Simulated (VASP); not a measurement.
VASP 6.6.1 run: AlN

INCAR

```
SIGMA = 0.02
LMAXMIX = 4
NELM = 96
LCHARG = .FALSE.
NBANDS = 16
ISMEAR = -1
IBRION = -1
PREC = Accurate
GGA = PE
NSW = 0
EDIFF = 1E-6
ISIF = 2
LREAL = .FALSE.
LWAVE = .FALSE.
ENCUT = 520
LASPH = .TRUE.
```

KPOINTS

```
KPOINTS created by Atomic Simulation Environment
0
Gamma
12 12 6
0 0 0
```

POSCAR

```
Al N
 1.0000000000000000
     3.1066937601619840    0.0000000000286508   -0.0000000000000000
    -1.5533468801058046    2.6904757180645529    0.0000000000000000
    -0.0000000000000000   -0.0000000000000000    4.9785915519235582
 Al  N
   2   2
Cartesian
 -0.0000000000165415  1.7936504787192520 -0.0164068123511574
  1.5533468800727215  0.8968252393739514  2.4728889636106222
 -0.0000000000165415  1.7936504787192520  1.8833786443224920
  1.5533468800727215  0.8968252393739514  4.3726744202842713
```

The recommended PBE PAW datasets give the neutral cell 16 valence electrons.

Command

```
mpirun -np 1 vasp_std
```

**Question.** How does this run end, and what does it give?

**Answer.** It converged. Results: gap between bands v and c on the k mesh 4.24 eV; least direct gap on the k mesh 4.24 eV; pressure 4.4 GPa. Band v is the last that the valence electrons fill when counted band by band, and c is the next.

OSZICAR

```
N       E                     dE             d eps       ncg     rms          rms(c)
DAV:   1     0.408892575289E+02    0.40889E+02   -0.73408E+03  2440   0.899E+02
DAV:   2    -0.310249060212E+02   -0.71914E+02   -0.65843E+02  3416   0.187E+02
DAV:   3    -0.345093419150E+02   -0.34844E+01   -0.34740E+01  3008   0.425E+01
DAV:   4    -0.345303938910E+02   -0.21052E-01   -0.21051E-01  3024   0.373E+00
DAV:   5    -0.345306731976E+02   -0.27931E-03   -0.27931E-03  3088   0.430E-01    0.122E+01
DAV:   6    -0.297563289605E+02    0.47743E+01   -0.10670E+01  2904   0.237E+01    0.417E+00
DAV:   7    -0.297796232416E+02   -0.23294E-01   -0.68393E-01  2600   0.582E+00    0.296E+00
DAV:   8    -0.297723391292E+02    0.72841E-02   -0.60133E-02  2728   0.225E+00    0.591E-01
DAV:   9    -0.297673108673E+02    0.50283E-02   -0.12225E-02  3240   0.817E-01    0.246E-01
DAV:  10    -0.297679328177E+02   -0.62195E-03   -0.22657E-03  2664   0.299E-01    0.132E-01
DAV:  11    -0.297678515640E+02    0.81254E-04   -0.17575E-04  2848   0.102E-01    0.328E-02
DAV:  12    -0.297678546343E+02   -0.30702E-05   -0.11633E-05  2800   0.272E-02    0.724E-03
DAV:  13    -0.297678544551E+02    0.17914E-06   -0.41658E-06  2808   0.158E-02
   1 F= -.29767854E+02 E0= -.29767854E+02  d E =-.559353E-11
```

For comparison, a separate PBE run of the intended cell, on usual settings and not on those above, gives a gap of 4.24 eV on its mesh and a pressure of 4.4 GPa.
